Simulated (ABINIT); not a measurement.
# Converging GW for SiC (F-43m) in ABINIT, part 2 of 2

Aim: raise bands and screening cutoff together for SiC (F-43m) and follow gap and time.

ABINIT 10.8.3; PBE and many-body steps on it, plane waves. Known limits of the many-body steps: not at the basis limit.

So far. Step 3 (Screening, 6×6×6 mesh, 108 bands, screening to 203.5 eV): Local fields lower ε∞ by 9 %. Step 4 (108 bands, 203.5 eV): The gap on the mesh goes from 1.36 eV to 2.08 eV, a correction of +0.72 eV.

## Step 6: 162 bands, 269.4 eV

This step: G0W0 on PBE, plane waves, norm-conserving pseudopotentials.

run.abi reads:

```
acell 3*1.0 Angstrom
rprim 
  -0.000000000000 2.179000000000 2.179000000000
  2.179000000000 -0.000000000000 2.179000000000
  2.179000000000 2.179000000000 -0.000000000000
ntypat 2
znucl 14 6
natom 2
typat 1 2
xred 
  0.000000000000 0.000000000000 0.000000000000
  0.250000000000 0.250000000000 0.250000000000
pp_dirpath "pseudos"
pseudos "Si.upf, C.upf"
ecut 37
ngkpt 6 6 6
nshiftk 1
shiftk 0 0 0
kptopt 1
chksymbreak 0
istwfk *1
occopt 1
irdwfk 1
optdriver 4
nband 162
gwcalctyp 0
ecutsigx 37
symsigma 1
nkptgw 3
kptgw 
  0.0000000000 0.0000000000 0.0000000000
  0.5000000000 0.5000000000 0.0000000000
  0.5000000000 0.0000000000 0.0000000000
bdgw 
  2 8
  3 6
  3 7
ecuteps 9.9
irdscr 1
ppmodel 1
indata_prefix "in"
outdata_prefix "out"
tmpdata_prefix "tmp"
```

Run with:

```
> OMP_NUM_THREADS=1 mpirun -n 4 abinit run.abi > log
```

Log:

```text
.Version 10.8.3 of ABINIT. v10.8.2 released Aug 2026.

 Symmetries : space group F-4 3 m (#216); Bravais cF (face-center cubic)
[... echo of the input left out ...]
== DATASET  1 ==================================================================
-   mpi_nproc: 4, omp_nthreads: 1 (-1 if OMP is not activated)

--- !DatasetInfo
iteration_state: {dtset: 1, }
dimensions: {natom: 2, nkpt: 16, mband: 162, nsppol: 1, nspinor: 1, nspden: 1, mpw: 1524, }
cutoff_energies: {ecut:  37.0, pawecutdg:  -1.0, }
electrons: {nelect:   8.00000000E+00, charge:   0.00000000E+00, occopt:   1.00000000E+00, tsmear:   1.00000000E-02, }

 SIGMA: Calculation of the GW corrections

 Based on a program developped by R.W. Godby, V. Olevano, G. Onida, and L. Reining.
 Incorporated in ABINIT by V. Olevano, G.-M. Rignanese, and M. Torrent.
.Using double precision arithmetic ; gwpc =  8

[... cell and pseudopotentials left out ...]
--------------------------------------------------------------------------------

 ==== K-mesh for the wavefunctions ====
 Number of points in the irreducible wedge :    16
[... list of points left out ...]
 Together with 24 symmetry operations and time-reversal symmetry
 yields   216 points in the full Brillouin Zone.

 ==== Q-mesh for screening function ====
 Number of points in the irreducible wedge :    16
[... list of points left out ...]
 Together with 24 symmetry operations and time-reversal symmetry
 yields   216 points in the full Brillouin Zone.

 vcoul_init : cutoff-mode = AUXILIARY_FUNCTION
 q-points for optical limit:   1
     1)      0.000010    0.000020    0.000030
 setmesh: FFT mesh size selected  =    32x   32x   32
          total number of points  =        32768

 Number of electrons calculated from density =    8.0000; Expected =    8.0000
[...]
number of plane-waves for wavefunctions          1459
 number of bands                                   162
 number of q-points in IBZ                          16
 number of frequencies                               2
 number of real frequencies                          1
 number of imag frequencies                          1

 matrix elements of self-energy operator (all in [eV])

 Perturbative Calculation

--- !SelfEnergy_ee
iteration_state: {dtset: 1, }
kpoint     : [   0.000,    0.000,    0.000, ]
spin       : 1
KS_gap     :    6.223
QP_gap     :    7.139
Delta_QP_KS:    0.915
data: !SigmaeeData |
     Band     E0 <VxcDFT>   SigX SigC(E0)      Z dSigC/dE  Sig(E)    E-E0       E
        2   6.835 -14.930 -17.579   1.823   0.792  -0.263 -15.584  -0.654   6.181
        3   6.835 -14.930 -17.579   1.823   0.792  -0.263 -15.584  -0.654   6.181
        4   6.835 -14.930 -17.579   1.823   0.792  -0.263 -15.584  -0.654   6.181
[...]
--- !SelfEnergy_ee
iteration_state: {dtset: 1, }
kpoint     : [   0.500,    0.500,    0.000, ]
spin       : 1
KS_gap     :    4.553
QP_gap     :    5.606
Delta_QP_KS:    1.053
data: !SigmaeeData |
     Band     E0 <VxcDFT>   SigX SigC(E0)      Z dSigC/dE  Sig(E)    E-E0       E
[...]
--- !SelfEnergy_ee
iteration_state: {dtset: 1, }
kpoint     : [   0.500,    0.000,    0.000, ]
spin       : 1
KS_gap     :    6.485
QP_gap     :    7.527
Delta_QP_KS:    1.042
data: !SigmaeeData |
     Band     E0 <VxcDFT>   SigX SigC(E0)      Z dSigC/dE  Sig(E)    E-E0       E
[...]
6  14.070 -10.984  -5.433  -5.136   0.810  -0.235 -10.648   0.337  14.407
        7  14.070 -10.984  -5.433  -5.136   0.810  -0.235 -10.648   0.337  14.407

== END DATASET(S) ==============================================================
================================================================================

 -outvars: echo values of variables after computation  --------
           etotal      0.0000000000E+00
            nband         162
             nkpt          16
          spgroup         216
 [... the other variables as echoed above ...]

 Calculation completed.
```

Elapsed: 31 s, on 4 MPI ranks of Arm Neoverse V1, shared host; peak memory 1.1 GiB.

This step gave:

- G0W0 gap on the points computed: 2.124 eV
- starting gap on the mesh: 1.361 eV
- k of the valence top: 0, 0, 0
- k of the conduction bottom: 0.5, 0.5, 0
- Z at the valence top: 0.792
- Z at the conduction bottom: 0.82
- least direct G0W0 gap on the computed points: 5.606 eV

Against G0W0 in ABINIT (6×6×6 mesh, 108 bands, screening to 203.5 eV, Godby-Needs plasmon pole), the gap moves by +0.040 eV.

## Step 7: Screening, 6×6×6 mesh, 248 bands, screening to 359.2 eV

This step: RPA screening on PBE, plane waves, norm-conserving pseudopotentials.

run.abi, as its differences from that of step 6:

```diff
@@ -23,19 +23,8 @@
 irdwfk 1
-optdriver 4
-nband 162
-gwcalctyp 0
-ecutsigx 37
-symsigma 1
-nkptgw 3
-kptgw 
-  0.0000000000 0.0000000000 0.0000000000
-  0.5000000000 0.5000000000 0.0000000000
-  0.5000000000 0.0000000000 0.0000000000
-bdgw 
-  2 8
-  3 6
-  3 7
-ecuteps 9.9
-irdscr 1
-ppmodel 1
+optdriver 3
+nband 248
+ecuteps 13.2
+inclvkb 2
+awtr 1
+symchi 1
 indata_prefix "in"
```

Log:

```text
.Version 10.8.3 of ABINIT. v10.8.2 released Aug 2026.

 Symmetries : space group F-4 3 m (#216); Bravais cF (face-center cubic)
[... echo of the input left out ...]
== DATASET  1 ==================================================================
-   mpi_nproc: 4, omp_nthreads: 1 (-1 if OMP is not activated)

--- !DatasetInfo
iteration_state: {dtset: 1, }
dimensions: {natom: 2, nkpt: 16, mband: 248, nsppol: 1, nspinor: 1, nspden: 1, mpw: 1524, }
cutoff_energies: {ecut:  37.0, pawecutdg:  -1.0, }
[...]
--------------------------------------------------------------------------------
[... chi0 elements left out ...]
 For q-point:  0.000010 0.000020 0.000030
  dielectric constant =   7.0820
  dielectric constant without local fields =   7.7436

  Average fulfillment of the sum rule on Im[epsilon] for q-point    1 :     97.08  [%]
[... wings left out ...]
  q-point number  2        q = ( 0.166667, 0.000000, 0.000000) [r.l.u.]
--------------------------------------------------------------------------------
[... chi0 elements left out ...]
  Average fulfillment of the sum rule on Im[epsilon] for q-point    2 :     97.98  [%]

 [... 14 further q-points ...]
```

Elapsed: 2.6 min, on 4 MPI ranks; peak memory 1.6 GiB; 10 min of CPU time.

This step gave:

```
ε∞ with local fields, on this mesh, along the program's q direction : 7.082
the same without local fields                                       : 7.744
plasma frequency                                                    : 23.09 eV
plane waves in the screening matrix                                 : 331
```

## Step 8: 248 bands, 359.2 eV

This step: G0W0 on PBE, plane waves, norm-conserving pseudopotentials.

run.abi, as its differences from that of step 7:

```diff
@@ -23,8 +23,19 @@
 irdwfk 1
-optdriver 3
+optdriver 4
 nband 248
+gwcalctyp 0
+ecutsigx 37
+symsigma 1
+nkptgw 3
+kptgw 
+  0.0000000000 0.0000000000 0.0000000000
+  0.5000000000 0.5000000000 0.0000000000
+  0.5000000000 0.0000000000 0.0000000000
+bdgw 
+  2 8
+  3 6
+  3 7
 ecuteps 13.2
-inclvkb 2
-awtr 1
-symchi 1
+irdscr 1
+ppmodel 1
 indata_prefix "in"
```

Log:

```text
.Version 10.8.3 of ABINIT. v10.8.2 released Aug 2026.

 Symmetries : space group F-4 3 m (#216); Bravais cF (face-center cubic)
[... echo of the input left out ...]
== DATASET  1 ==================================================================
-   mpi_nproc: 4, omp_nthreads: 1 (-1 if OMP is not activated)

--- !DatasetInfo
iteration_state: {dtset: 1, }
dimensions: {natom: 2, nkpt: 16, mband: 248, nsppol: 1, nspinor: 1, nspden: 1, mpw: 1524, }
cutoff_energies: {ecut:  37.0, pawecutdg:  -1.0, }
[...]
Band     E0 <VxcDFT>   SigX SigC(E0)      Z dSigC/dE  Sig(E)    E-E0       E
[...]
6  14.070 -10.984  -5.433  -5.164   0.810  -0.235 -10.670   0.314  14.384
        7  14.070 -10.984  -5.433  -5.164   0.810  -0.235 -10.670   0.314  14.384

== END DATASET(S) ==============================================================
================================================================================

 -outvars: echo values of variables after computation  --------
           etotal      0.0000000000E+00
            nband         248
             nkpt          16
          spgroup         216
 [... the other variables as echoed above ...]

 Calculation completed.
```

Run time: 2.1 min. Hardware: 4 MPI ranks; peak memory 1.8 GiB; 8.4 min of CPU time.

This step gave:

| Property | Result |
| --- | --- |
| G0W0 gap on the points computed | 2.157 eV |
| starting gap on the mesh | 1.361 eV |
| k of the valence top | 0, 0, 0 |
| k of the conduction bottom | 0.5, 0.5, 0 |
| least direct G0W0 gap on the computed points | 5.623 eV |

Against G0W0 in ABINIT (6×6×6 mesh, 162 bands, screening to 269.4 eV, Godby-Needs plasmon pole), the gap moves by +0.033 eV.

## Step 9: Screening, 6×6×6 mesh, 365 bands, screening to 466.9 eV

This step: RPA screening on PBE, plane waves, norm-conserving pseudopotentials.

run.abi, as its differences from that of step 8:

```diff
@@ -23,19 +23,8 @@
 irdwfk 1
-optdriver 4
-nband 248
-gwcalctyp 0
-ecutsigx 37
-symsigma 1
-nkptgw 3
-kptgw 
-  0.0000000000 0.0000000000 0.0000000000
-  0.5000000000 0.5000000000 0.0000000000
-  0.5000000000 0.0000000000 0.0000000000
-bdgw 
-  2 8
-  3 6
-  3 7
-ecuteps 13.2
-irdscr 1
-ppmodel 1
+optdriver 3
+nband 365
+ecuteps 17.16
+inclvkb 2
+awtr 1
+symchi 1
 indata_prefix "in"
```

Log:

```text
.Version 10.8.3 of ABINIT. v10.8.2 released Aug 2026.

 Symmetries : space group F-4 3 m (#216); Bravais cF (face-center cubic)
[... echo of the input left out ...]
== DATASET  1 ==================================================================
-   mpi_nproc: 4, omp_nthreads: 1 (-1 if OMP is not activated)

--- !DatasetInfo
iteration_state: {dtset: 1, }
dimensions: {natom: 2, nkpt: 16, mband: 365, nsppol: 1, nspinor: 1, nspden: 1, mpw: 1524, }
cutoff_energies: {ecut:  37.0, pawecutdg:  -1.0, }
[...]
--------------------------------------------------------------------------------
[... chi0 elements left out ...]
 For q-point:  0.000010 0.000020 0.000030
  dielectric constant =   7.0818
  dielectric constant without local fields =   7.7436

  Average fulfillment of the sum rule on Im[epsilon] for q-point    1 :     97.93  [%]
[... wings left out ...]
  q-point number  2        q = ( 0.166667, 0.000000, 0.000000) [r.l.u.]
--------------------------------------------------------------------------------
[... chi0 elements left out ...]
  Average fulfillment of the sum rule on Im[epsilon] for q-point    2 :     98.29  [%]

 [... 14 further q-points ...]
```

It took 7.5 min on 4 MPI ranks; peak memory 2.7 GiB.

This step gave:

```
ε∞ with local fields, on this mesh, along the program's q direction : 7.082
the same without local fields                                       : 7.744
plasma frequency                                                    : 23.09 eV
plane waves in the screening matrix                                 : 459
```

## Step 10: 365 bands, 466.9 eV

This step: G0W0 on PBE, plane waves, norm-conserving pseudopotentials.

run.abi, as its differences from that of step 9:

```diff
@@ -23,8 +23,19 @@
 irdwfk 1
-optdriver 3
+optdriver 4
 nband 365
+gwcalctyp 0
+ecutsigx 37
+symsigma 1
+nkptgw 3
+kptgw 
+  0.0000000000 0.0000000000 0.0000000000
+  0.5000000000 0.5000000000 0.0000000000
+  0.5000000000 0.0000000000 0.0000000000
+bdgw 
+  2 8
+  3 6
+  3 7
 ecuteps 17.16
-inclvkb 2
-awtr 1
-symchi 1
+irdscr 1
+ppmodel 1
 indata_prefix "in"
```

Log:

```text
.Version 10.8.3 of ABINIT. v10.8.2 released Aug 2026.

 Symmetries : space group F-4 3 m (#216); Bravais cF (face-center cubic)
[... echo of the input left out ...]
== DATASET  1 ==================================================================
-   mpi_nproc: 4, omp_nthreads: 1 (-1 if OMP is not activated)

--- !DatasetInfo
iteration_state: {dtset: 1, }
dimensions: {natom: 2, nkpt: 16, mband: 365, nsppol: 1, nspinor: 1, nspden: 1, mpw: 1524, }
cutoff_energies: {ecut:  37.0, pawecutdg:  -1.0, }
[...]
Band     E0 <VxcDFT>   SigX SigC(E0)      Z dSigC/dE  Sig(E)    E-E0       E
[...]
6  14.070 -10.984  -5.433  -5.178   0.810  -0.235 -10.682   0.303  14.373
        7  14.070 -10.984  -5.433  -5.178   0.810  -0.235 -10.682   0.303  14.373

== END DATASET(S) ==============================================================
================================================================================

 -outvars: echo values of variables after computation  --------
           etotal      0.0000000000E+00
            nband         365
             nkpt          16
          spgroup         216
 [... the other variables as echoed above ...]

 Calculation completed.
```

It took 5.9 min on 4 MPI ranks; peak memory 3 GiB.

This step gave:

```yaml
g0w0_gap_on_the_points_computed: 2.173 eV
starting_gap_on_the_mesh: 1.361 eV
k_of_the_valence_top: 0, 0, 0
k_of_the_conduction_bottom: 0.5, 0.5, 0
least_direct_g0w0_gap_on_the_computed_points: 5.633 eV
```

Against G0W0 in ABINIT (6×6×6 mesh, 248 bands, screening to 359.2 eV, Godby-Needs plasmon pole), the gap moves by +0.016 eV.

## Step 11: Screening, 6×6×6 mesh, 529 bands, screening to 598.7 eV

This step: RPA screening on PBE, plane waves, norm-conserving pseudopotentials.

run.abi, as its differences from that of step 10:

```diff
@@ -23,19 +23,8 @@
 irdwfk 1
-optdriver 4
-nband 365
-gwcalctyp 0
-ecutsigx 37
-symsigma 1
-nkptgw 3
-kptgw 
-  0.0000000000 0.0000000000 0.0000000000
-  0.5000000000 0.5000000000 0.0000000000
-  0.5000000000 0.0000000000 0.0000000000
-bdgw 
-  2 8
-  3 6
-  3 7
-ecuteps 17.16
-irdscr 1
-ppmodel 1
+optdriver 3
+nband 529
+ecuteps 22
+inclvkb 2
+awtr 1
+symchi 1
 indata_prefix "in"
```

Log:

```text
.Version 10.8.3 of ABINIT. v10.8.2 released Aug 2026.

 Symmetries : space group F-4 3 m (#216); Bravais cF (face-center cubic)
[... echo of the input left out ...]
== DATASET  1 ==================================================================
-   mpi_nproc: 4, omp_nthreads: 1 (-1 if OMP is not activated)

--- !DatasetInfo
iteration_state: {dtset: 1, }
dimensions: {natom: 2, nkpt: 16, mband: 529, nsppol: 1, nspinor: 1, nspden: 1, mpw: 1524, }
cutoff_energies: {ecut:  37.0, pawecutdg:  -1.0, }
[...]
--------------------------------------------------------------------------------
[... chi0 elements left out ...]
 For q-point:  0.000010 0.000020 0.000030
  dielectric constant =   7.0817
  dielectric constant without local fields =   7.7436

  Average fulfillment of the sum rule on Im[epsilon] for q-point    1 :     98.38  [%]
[... wings left out ...]
  q-point number  2        q = ( 0.166667, 0.000000, 0.000000) [r.l.u.]
--------------------------------------------------------------------------------
[... chi0 elements left out ...]
  Average fulfillment of the sum rule on Im[epsilon] for q-point    2 :     98.47  [%]

 [... 14 further q-points ...]
```

It took 20 min on 4 MPI ranks; peak memory 4 GiB; 81 min of CPU time.

Numbers from this step:

* ε∞ with local fields, on this mesh, along the program's q direction: 7.082
* the same without local fields: 7.744
* plasma frequency: 23.09 eV
* plane waves in the screening matrix: 701

## Step 12: 529 bands, 598.7 eV

This step: G0W0 on PBE, plane waves, norm-conserving pseudopotentials.

run.abi, as its differences from that of step 11:

```diff
@@ -23,8 +23,19 @@
 irdwfk 1
-optdriver 3
+optdriver 4
 nband 529
+gwcalctyp 0
+ecutsigx 37
+symsigma 1
+nkptgw 3
+kptgw 
+  0.0000000000 0.0000000000 0.0000000000
+  0.5000000000 0.5000000000 0.0000000000
+  0.5000000000 0.0000000000 0.0000000000
+bdgw 
+  2 8
+  3 6
+  3 7
 ecuteps 22
-inclvkb 2
-awtr 1
-symchi 1
+irdscr 1
+ppmodel 1
 indata_prefix "in"
```

Log:

```text
.Version 10.8.3 of ABINIT. v10.8.2 released Aug 2026.

 Symmetries : space group F-4 3 m (#216); Bravais cF (face-center cubic)
[... echo of the input left out ...]
== DATASET  1 ==================================================================
-   mpi_nproc: 4, omp_nthreads: 1 (-1 if OMP is not activated)

--- !DatasetInfo
iteration_state: {dtset: 1, }
dimensions: {natom: 2, nkpt: 16, mband: 529, nsppol: 1, nspinor: 1, nspden: 1, mpw: 1524, }
cutoff_energies: {ecut:  37.0, pawecutdg:  -1.0, }
[...]
Band     E0 <VxcDFT>   SigX SigC(E0)      Z dSigC/dE  Sig(E)    E-E0       E
[...]
6  14.070 -10.984  -5.433  -5.186   0.810  -0.235 -10.688   0.296  14.366
        7  14.070 -10.984  -5.433  -5.186   0.810  -0.235 -10.688   0.296  14.366

== END DATASET(S) ==============================================================
================================================================================

 -outvars: echo values of variables after computation  --------
           etotal      0.0000000000E+00
            nband         529
             nkpt          16
          spgroup         216
 [... the other variables as echoed above ...]

 Calculation completed.
```

The job ended after 19 min (4 MPI ranks; peak memory 5 GiB; 78 min of CPU time).

Numbers from this step:

```
G0W0 gap on the points computed              : 2.182 eV
starting gap on the mesh                     : 1.361 eV
k of the valence top                         : 0, 0, 0
k of the conduction bottom                   : 0.5, 0.5, 0
least direct G0W0 gap on the computed points : 5.638 eV
```

Against G0W0 in ABINIT (6×6×6 mesh, 365 bands, screening to 466.9 eV, Godby-Needs plasmon pole), the gap moves by +0.009 eV.

## Step 13: Side by side

Times are wall times on 4 MPI ranks of Arm Neoverse V1, shared host, good to a factor of about two. A run's time includes the screening step that it read.

```tsv
run	mesh	bands	screening cutoff (eV)	DFT gap (eV)	gap on the mesh (eV)	direct (eV)	ε∞ used	time
108 bands, 203.5 eV	6×6×6	108	203.5	1.361	2.084	5.585	7.08	56 s
162 bands, 269.4 eV	6×6×6	162	269.4	1.361	2.124	5.606	7.08	1.7 min
248 bands, 359.2 eV	6×6×6	248	359.2	1.361	2.157	5.623	7.08	4.7 min
365 bands, 466.9 eV	6×6×6	365	466.9	1.361	2.173	5.633	7.08	13 min
529 bands, 598.7 eV	6×6×6	529	598.7	1.361	2.182	5.638	7.08	40 min
```

## Step 14: Results

| Property | Result |
| --- | --- |
| 108 bands, 203.5 eV | 2.084 eV |
| 162 bands, 269.4 eV | 2.124 eV |
| 248 bands, 359.2 eV | 2.157 eV |
| 365 bands, 466.9 eV | 2.173 eV |
| 529 bands, 598.7 eV | 2.182 eV |
| known limits | not at the basis limit |

From the first rung to the last the gap moves by +0.10 eV for 43 times the time. In the G0W0 runs levels were corrected at 3 k points alone, so a gap called «on the mesh» is the least over those, and an edge elsewhere would be missed.

[Paths, hosts, dates, memory and timing lines, banners, echoed tables and standing remarks are left out of the program output.]

[Logs are printed without paths, hosts, clocks, repeated set-up lines and the standing remarks that a program may print on its own settings, such as how far it seeks lower states.]

[Runs of the session that timed out or met a known fault of the program may be left out.]

[Hosts, paths, dates, database ids (printed as entryN), source tags and the programs' standing remarks are cut or masked in the printed files.]

[G0W0 gaps are taken among the corrected bands and points alone; a level outside them can change the order at an edge.]

[Where Ansatz stands beside ABINIT at settings called matched, ABINIT's density can come from a denser mesh and the files from another edition; pairs whose starting gaps differed by over 0.03 eV were left out, so agreement reads better than it is.]
